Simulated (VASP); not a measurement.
# Si (Fd-3m) in VASP: notebook, part 2 of 2

VASP 6.6.1.

## (3) Relaxation of cell and atoms, PBE

This run uses another cell than the first one, of 20.02 Å³/atom, 0.979 times its volume.

INCAR

```
  PREC = Accurate
  ENCUT = 600
  EDIFF = 1E-6
  ISMEAR = 0
  SIGMA = 0.02
  LREAL = False
  LASPH = True
  NELM = 80
  ALGO = Fast
  ISIF = 3
  LWAVE = False
  LCHARG = False
  GGA = PE
  IBRION = 2
  NSW = 80
  EDIFFG = -0.003
```

KPOINTS

```
regular mesh
0
Gamma
  14 14 14
```

POSCAR

```
Si
1.0
    0.0000000000      2.7155000000      2.7155000000
    2.7155000000      0.0000000000      2.7155000000
    2.7155000000      2.7155000000      0.0000000000
Si
2
Direct
    0.0000000000      0.0000000000      0.0000000000
    0.2500000000      0.2500000000      0.2500000000
```

Potentials or basis: VASP PAW PBE potentials, release 64 (Si).

The run is started by

```sh
$ cat potpaw_PBE.64/Si/POTCAR > POTCAR
$ mpirun -np 1 vasp_std > vasp.out
```

It took 34 s on 1 thread of Intel Xeon Platinum 8559C (Emerald Rapids), shared host; peak memory 0.19 GiB.

The run converged. Its results:

```
Free energy                            : -10.8500 eV
Relaxed volume                         : 20.44 Å³/atom
Relaxed cell                           : a = 3.867 Å, b = 3.867 Å, c = 3.867 Å, α = 60.00°, β = 60.00°, γ = 60.00°
Space group after relaxing (to 0.05 Å) : Fd-3m (No. 227)
Energy gained by relaxing              : 2.5 meV/atom
Ionic steps                            : 3
Pressure after relaxing                : 0.0 GPa
Band gap on the k mesh                 : 0.61 eV, indirect (least direct gap 2.56 eV)
```

The path:
```
step  energy change (eV)  largest force (eV/Å)  pressure (GPa)  volume (Å³)
   1              0.0000                0.0000            1.93        40.05
   2             -0.0028                0.0000           -1.20        41.46
   3             -0.0050                0.0000            0.01        40.89
```

Final structure:
```
Si
1.0
     0.00000    2.73432    2.73432
     2.73432    0.00000    2.73432
     2.73432    2.73432    0.00000
Si
2
Direct
  0.00000 0.00000 0.00000
  0.25000 0.25000 0.25000
```

Levels at points of the mesh, in eV from the valence-band top:
| k point | band 2 | band 3 | band 4 | band 5 | band 6 | band 7 |
| --- | --- | --- | --- | --- | --- | --- |
| (0.00, 0.00, 0.00) | 0.00 | 0.00 | 0.00 | 2.56 | 2.56 | 2.56 |
| (0.50, 0.00, 0.00) | -6.87 | -1.18 | -1.18 | 1.47 | 3.35 | 3.35 |
| (0.50, 0.50, 0.00) | -7.75 | -2.79 | -2.79 | 0.75 | 0.75 | 9.94 |

A k mesh can miss the band edges. PBE gaps usually lie below the measured ones, often by a third to a half.

## (4) Single point, PBE+D3(BJ)

This run uses another cell than the first one, of 19.92 Å³/atom, 0.974 times its volume.

INCAR

```
SYSTEM = Si
  PREC = Accurate
  ENCUT = 520
  EDIFF = 1E-6
  ISMEAR = 0
  SIGMA = 0.02
  LREAL = .False.
  LASPH = .True.
  NELM = 60
  ALGO = Normal
  ISIF = 2
  LWAVE = .False.
  LCHARG = .False.
  GGA = PE
  IVDW = 12
  NBANDS = 11
```

KPOINTS

```
Automatic mesh
0
Gamma
  14 14 14
  0 0 0
```

POSCAR

```
Si
1.0
    0.0000000000      2.7107535162      2.7107535162
    2.7107535162      0.0000000000      2.7107535162
    2.7107535162      2.7107535162      0.0000000000
Si
2
Direct
    0.0000000000      0.0000000000      0.0000000000
    0.2500000000      0.2500000000      0.2500000000
```

Potentials or basis: VASP PAW PBE potentials, release 64 (Si).

The run is started by

```sh
$ cat potpaw_PBE.64/Si/POTCAR > POTCAR
$ mpirun -np 1 vasp_std > vasp.out
```

OUTCAR:

```text
SYSTEM = Si
   PREC = Accurate
   ENCUT = 520
   EDIFF = 1E-6
   ISMEAR = 0
   LREAL = .False.
   LASPH = .True.
   NELM = 60
   ISIF = 2
   GGA = PE
   IVDW = 12
 IVDW          = 12

 ion  position               nearest neighbor table
   1  0.000  0.000  0.000-   2 2.35   2 2.35   2 2.35   2 2.35
   2  0.250  0.250  0.250-   1 2.35   1 2.35   1 2.35   1 2.35

  LATTYP: Found a face centered cubic cell.
 ALAT       =     5.4215070324

  Lattice vectors:

[... 525 lines left out ...]
 [... further k-points ...]

------------------------ aborting loop because EDIFF is reached ----------------------------------------

 Edisp (eV)   -0.63149

 E8    (eV) :    -0.2619

  FORCE on cell =-STRESS in cart. coord.  units (eV):
  Direction    XX          YY          ZZ          XY          YZ          ZX
  --------------------------------------------------------------------------------------
  -------------------------------------------------------------------------------------
  Total      -0.01961    -0.01961    -0.01961     0.00000    -0.00000     0.00000
  in kB      -0.78886    -0.78886    -0.78886     0.00000    -0.00000     0.00000
  external pressure =       -0.79 kB  Pullay stress =        0.00 kB

 VOLUME and BASIS-vectors are now :
 -----------------------------------------------------------------------------
  energy-cutoff  :      520.00
  volume of cell :       39.84
      direct lattice vectors                 reciprocal lattice vectors
     0.000000000  2.710753516  2.710753516    -0.184450558  0.184450558  0.184450558
     2.710753516  0.000000000  2.710753516     0.184450558 -0.184450558  0.184450558
     2.710753516  2.710753516  0.000000000     0.184450558  0.184450558 -0.184450558

 POSITION                                       TOTAL-FORCE (eV/Angst)
 -----------------------------------------------------------------------------------
      0.00000      0.00000      0.00000         0.000000      0.000000      0.000000
      1.35538      1.35538      1.35538        -0.000000     -0.000000     -0.000000
 -----------------------------------------------------------------------------------
    total drift:                               -0.000000     -0.000000     -0.000000

  FREE ENERGIE OF THE ION-ELECTRON SYSTEM (eV)
  ---------------------------------------------------
  free  energy   TOTEN  =       -11.4735432800 eV

  energy  without entropy=      -11.4735432800  energy(sigma->0) =      -11.47354328
```

OSZICAR:

```text
N       E                     dE             d eps       ncg     rms          rms(c)
DAV:   1     0.607357799391E+01    0.60736E+01   -0.31417E+03  2288   0.561E+02
DAV:   2    -0.104997670242E+02   -0.16573E+02   -0.15772E+02  3014   0.836E+01
DAV:   3    -0.110214065666E+02   -0.52164E+00   -0.52025E+00  2984   0.124E+01
DAV:   4    -0.110250420344E+02   -0.36355E-02   -0.36351E-02  2734   0.129E+00
DAV:   5    -0.110250759906E+02   -0.33956E-04   -0.33956E-04  2857   0.116E-01    0.491E+00
DAV:   6    -0.108982147300E+02    0.12686E+00   -0.72829E-02  2617   0.111E+00    0.300E+00
DAV:   7    -0.108405799732E+02    0.57635E-01   -0.13945E-01  2578   0.165E+00    0.188E-01
DAV:   8    -0.108418244795E+02   -0.12445E-02   -0.60904E-03  2626   0.421E-01    0.813E-02
DAV:   9    -0.108420273836E+02   -0.20290E-03   -0.19362E-04  2834   0.856E-02    0.602E-02
DAV:  10    -0.108420524446E+02   -0.25061E-04   -0.21620E-05  2703   0.268E-02    0.584E-03
DAV:  11    -0.108420529795E+02   -0.53486E-06   -0.20661E-06  2782   0.747E-03
   1 F= -.11473543E+02 E0= -.11473543E+02  d E =-.110396E-29
```

Wall time 23 s (1 thread of Intel Xeon Platinum 8559C (Emerald Rapids), shared host); peak memory 0.19 GiB.

What came out:

```
Free energy                : -11.4735 eV
Pressure                   : -0.1 GPa
Band gap on the k mesh     : 0.56 eV, indirect (least direct gap 2.57 eV)
Dispersion energy per atom : -0.316 eV
```

A k mesh can miss the band edges. A hybrid or GW would open this gap; PBE tends to underestimate it.

## (5) Relaxation of cell and atoms, PBE+D3(BJ)

This run uses another cell than the first one, of 20.02 Å³/atom, 0.979 times its volume.

INCAR

```
SYSTEM = Si
ALGO = Normal
EDIFF = 1E-7
EDIFFG = -0.003
ENCUT = 600
GGA = PE
IBRION = 2
ISIF = 3
ISMEAR = 0
IVDW = 12
LASPH = .TRUE.
LCHARG = .FALSE.
LREAL = .FALSE.
LWAVE = .FALSE.
NELM = 100
NSW = 80
PREC = Accurate
SIGMA = 0.02
```

KPOINTS

```
k-points
0
G
  14 14 14
  0 0 0
```

POSCAR

```
Si
1.0
    0.0000000000      2.7155000000      2.7155000000
    2.7155000000      0.0000000000      2.7155000000
    2.7155000000      2.7155000000      0.0000000000
Si
2
Direct
    0.0000000000      0.0000000000      0.0000000000
    0.2500000000      0.2500000000      0.2500000000
```

The run is started by

```sh
$ cat potpaw_PBE.64/Si/POTCAR > POTCAR
$ mpirun -np 1 vasp_std > vasp.out
```

Run time: 32 s. Hardware: 1 thread of Intel Xeon Platinum 8559C (Emerald Rapids), shared host; peak memory 0.19 GiB.

It converged, with:

* Free energy: -11.4737 eV
* Relaxed volume: 19.90 Å³/atom
* Relaxed cell: a = 3.832 Å, b = 3.832 Å, c = 3.832 Å, α = 60.00°, β = 60.00°, γ = 60.00°
* Space group after relaxing (to 0.05 Å): Fd-3m (No. 227)
* Energy gained by relaxing: 0.2 meV/atom
* Ionic steps: 3
* Pressure after relaxing: 0.0 GPa
* Band gap on the k mesh: 0.56 eV, indirect (least direct gap 2.57 eV)
* Dispersion energy per atom: -0.316 eV

Step by step:
| step | energy change (eV) | largest force (eV/Å) | pressure (GPa) | volume (Å³) |
| --- | --- | --- | --- | --- |
| 1 | 0.0000 | 0.0000 | -0.55 | 40.05 |
| 2 | -0.0003 | 0.0000 | 0.36 | 39.65 |
| 3 | -0.0004 | 0.0000 | 0.01 | 39.80 |

Final structure:
```
CELL_PARAMETERS angstrom
0.00000 2.70992 2.70992
2.70992 0.00000 2.70992
2.70992 2.70992 0.00000
ATOMIC_POSITIONS crystal
Si 0.00000 0.00000 0.00000
Si 0.25000 0.25000 0.25000
```

Levels at points of the mesh, in eV from the valence-band top:
| k point | band 1 | band 2 | band 3 | band 4 | band 5 | band 6 | band 7 | band 8 |
| --- | --- | --- | --- | --- | --- | --- | --- | --- |
| (0.00, 0.00, 0.00) | -12.00 | 0.00 | 0.00 | 0.00 | 2.57 | 2.57 | 2.57 | 3.44 |
| (0.50, 0.00, 0.00) | -9.65 | -6.99 | -1.20 | -1.20 | 1.56 | 3.34 | 3.34 | 7.74 |
| (0.50, 0.50, 0.00) | -7.83 | -7.83 | -2.86 | -2.86 | 0.70 | 0.70 | 10.17 | 10.17 |

A k mesh can miss the band edges.

## (6) The runs side by side

```tsv
task	level	cell	cutoff (eV)	gap on the mesh (eV)	pressure (GPa)	relaxed volume (Å³/atom)
single point	PBE	Fd-3m, 20.46 Å³/atom	520	0.61	-0.1	-
relaxation of cell and atoms	PBE	relaxed	600	0.61	0.0	20.44
single point	PBE+D3(BJ)	Fd-3m, 19.92 Å³/atom	520	0.56	-0.1	-
relaxation of cell and atoms	PBE+D3(BJ)	relaxed	600	0.56	0.0	19.90
```

Alike in all rows: potentials or basis VASP PAW PBE potentials, release 64 (Si); no spin polarisation; k mesh 14 × 14 × 14; smearing gaussian 0.02 eV.

Absolute energies hang on the potentials; compare differences alone.
